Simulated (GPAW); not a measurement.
A run of GPAW 26.7.0 is set up as follows.

The input run.py:

```python
from ase.dft.bandgap import bandgap
from ase.io import read, write
from ase.units import GPa
from gpaw import GPAW, PW

atoms = read('POSCAR')

calc = GPAW(mode=PW(800),
            xc='PBE',
            kpts={'size': (9, 9, 7), 'gamma': True},
            occupations={'name': 'fermi-dirac', 'width': 0.05},
            nbands=20,
            convergence={'density': 1e-05, 'energy': 1e-05},
            maxiter=150,
            txt='gpaw.txt')
atoms.calc = calc
energy = atoms.get_potential_energy()
forces = atoms.get_forces()
stress = atoms.get_stress()
calc.write('gs.gpw')
write('result.traj', atoms)
print(f'Energy: {energy:.6f} eV')
print('Forces (eV/A):')
print(forces.round(4))
print('Stress (GPa):', (stress / GPa).round(3))
print('Fermi level:', round(calc.get_fermi_level(), 4), 'eV')
print(f'Gap: {bandgap(calc)[0]:.4f} eV, direct: {bandgap(calc, direct=True)[0]:.4f} eV')

path = atoms.cell.bandpath('GMKGALHA,LM,KH', npoints=100, eps=1e-4)
bs_calc = calc.fixed_density(kpts=path, symmetry='off', nbands=30,
                             convergence={'bands': 'CBM+6.0', 'eigenstates': 1e-6}, txt='bands.txt')
bs = bs_calc.band_structure()
bs.write('bs.json')
print(f'Gap on the path: {bandgap(bs_calc)[0]:.4f} eV')
```

File POSCAR:

```
TiB2
1.0
    3.0292000000      0.0000000000      0.0000000000
   -1.5146000000      2.6233641531      0.0000000000
    0.0000000000      0.0000000000      3.2284000000
Ti B
1 2
Direct
    0.0000000000      0.0000000000      0.0000000000
    0.6666666667      0.3333333333      0.5000000000
    0.3333333333      0.6666666667      0.5000000000
```

Potentials or basis: GPAW PAW data sets (gpaw-data 1.2.1), pw.

Command:

```bash
$ OMP_NUM_THREADS=1 python run.py
```

What does it give for the band gap along the path?

None (metal or under the smearing width).

Predict the pressure.

0.6 GPa.

Levels at the corners of the path, in eV from the Fermi level:
| point | band 5 | band 6 | band 7 | band 8 | band 9 | band 10 | band 11 | band 12 | band 13 | band 14 |
| --- | --- | --- | --- | --- | --- | --- | --- | --- | --- | --- |
| Γ | -13.54 | -2.64 | -2.64 | -2.37 | -2.14 | 1.87 | 1.87 | 3.63 | 3.63 | 5.73 |
| M | -9.40 | -9.28 | -3.31 | -3.26 | -2.29 | 1.31 | 2.73 | 3.20 | 3.32 | 7.40 |
| K | -8.36 | -8.36 | -7.38 | -1.89 | -1.89 | 1.34 | 1.34 | 1.96 | 6.89 | 6.89 |
| Γ | -13.54 | -2.64 | -2.64 | -2.37 | -2.14 | 1.87 | 1.87 | 3.63 | 3.63 | 5.73 |
| A | -11.63 | -7.64 | -0.60 | -0.60 | -0.21 | -0.21 | 0.42 | 0.42 | 1.61 | 6.51 |
| L | -9.79 | -7.60 | -4.68 | -3.85 | -3.19 | 2.46 | 2.91 | 4.45 | 4.56 | 5.32 |
| H | -8.60 | -8.60 | -5.77 | -3.20 | -3.20 | 2.48 | 4.21 | 4.21 | 4.47 | 4.47 |
| A | -11.63 | -7.64 | -0.60 | -0.60 | -0.21 | -0.21 | 0.42 | 0.42 | 1.61 | 6.51 |
| L | -9.79 | -7.60 | -4.68 | -3.85 | -3.19 | 2.46 | 2.91 | 4.45 | 4.56 | 5.32 |
| M | -9.40 | -9.28 | -3.31 | -3.26 | -2.29 | 1.31 | 2.73 | 3.20 | 3.32 | 7.40 |
| K | -8.36 | -8.36 | -7.38 | -1.89 | -1.89 | 1.34 | 1.34 | 1.96 | 6.89 | 6.89 |
| H | -8.60 | -8.60 | -5.77 | -3.20 | -3.20 | 2.48 | 4.21 | 4.21 | 4.47 | 4.47 |
